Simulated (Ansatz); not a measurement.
PbF2 (Pnma), computed twice by G0W0.

The database entry behind the starting cell differs from later determinations by our own check (about 0.2 % short), so it need not match the best structure at ambient conditions.

The structure is orthorhombic, space group Pnma (No. 62). The conventional cell has a = 6.427 Å, b = 3.891 Å, c = 7.636 Å, α = 90.00°, β = 90.00°, γ = 90.00°. Pb has 5 F at 2.48 to 2.57 Å nearest. Nearest to F lie 4 Pb at 2.48 to 2.51 Å. F has 1 Pb at 2.57 Å nearest. Farther neighbours and most contacts between anions are not listed.

```xyz
12
Lattice="6.4269 0.0000 0.0000 0.0000 3.8910 0.0000 0.0000 0.0000 7.6357" Properties=species:S:1:pos:R:3 pbc="T T T"
Pb    4.8587    2.9182    0.7865
Pb    1.5682    0.9727    6.8493
Pb    4.7816    0.9727    4.6044
Pb    1.6453    2.9182    3.0314
F     0.9126    2.9182    0.6490
F     5.5143    0.9727    6.9867
F     2.3008    0.9727    4.4669
F     4.1261    2.9182    3.1688
F     3.5412    2.9182    6.2155
F     2.8857    0.9727    1.4202
F     6.0991    0.9727    2.3976
F     0.3278    2.9182    5.2381
```

The cell and positions come from the Crystallography Open Database and are kept as given unless a step says otherwise. Spin-orbit coupling is left out unless a run names it. PAW set soft_2, made with PBE.

The first (Ansatz 0.2.0; start PBE, 2×4×2 mesh, 796 empty bands, screening to 150 eV, plasmon pole; 1 × NVIDIA H100 80GB HBM3 (shared by 3 runs) with 3 threads of AMD EPYC 7R13 (Zen 3), shared host) gave, on its mesh: starting gap 4.23 eV, G0W0 gap 5.93 eV, RPA ε∞ (mean) 3.57, 48 s.

**Question.** The second changes start from PBE to LDA and frequency model from plasmon pole to contour deformation. What does it give?

It gave: starting gap 4.07 eV, G0W0 gap 5.97 eV, RPA ε∞ (mean) 3.71, 32 s. The G0W0 gap moves by +0.04 eV, −0.15 eV from the start and +0.20 eV from the correction. Σc changes by −0.07 eV at the valence top and −0.13 eV at the conduction bottom, and Σx − Vxc between them by +0.25 eV.

Limits: not at the basis limit; no spin-orbit coupling; coarse k mesh.

[Paths, hosts, dates, memory and timing lines, banners, echoed tables and standing remarks are left out of the program output.]

[Logs are printed without paths, hosts, clocks, repeated set-up lines and the standing remarks that a program may print on its own settings, such as how far it seeks lower states.]

[Runs of the session that timed out or met a known fault of the program may be left out.]

[Cells called generated may have been cut or substituted from an entry of the Crystallography Open Database or the Materials Project.]

[Hosts, paths, dates, database ids (printed as entryN), source tags and the programs' standing remarks are cut or masked in the printed files.]
